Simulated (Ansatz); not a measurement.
We consider rock-salt LiI, described by Hartree–Fock in Ansatz (plane waves, PAW).

Run with plane-wave cutoff 460 eV, 8×8×8 k mesh, Fermi–Dirac smearing 0.01 eV, scalar-relativistic PAW data made under PBE.

The cell is scaled about its equilibrium volume:

```json
[
 {"V (Å³/atom)": "29.673", "P (GPa)": "0.73", "direct gap at Γ (eV)": "11.124"},
 {"V (Å³/atom)": "30.162", "P (GPa)": "0.43", "direct gap at Γ (eV)": "11.042"},
 {"V (Å³/atom)": "30.984", "P (GPa)": "-0.02", "direct gap at Γ (eV)": "10.911"},
 {"V (Å³/atom)": "31.709", "P (GPa)": "-0.37", "direct gap at Γ (eV)": "10.802"},
 {"V (Å³/atom)": "32.483", "P (GPa)": "-0.70", "direct gap at Γ (eV)": "10.693"}
]
```

A straight line through the gaps at Γ against ln V gives a volume deformation potential dE_g(Γ)/d ln V of -4.8 eV: the gap at Γ widens under compression.

Measured, for comparison: band gap 6.4 eV (temperature not stated, not corrected to a static lattice, our sources range from 6.10 to 6.40; as tabulated in Aguado et al. (1998), arXiv:cond-mat/9809176).

Note: the cell is over a tenth larger than the published one: the level's own overestimate first of all, though another phase or state, or a fault of the published cell, is possible.

Spin–orbit coupling is not included; with these elements it can move the gap by several tenths of an eV or more.

Ansatz is an electronic-structure program.
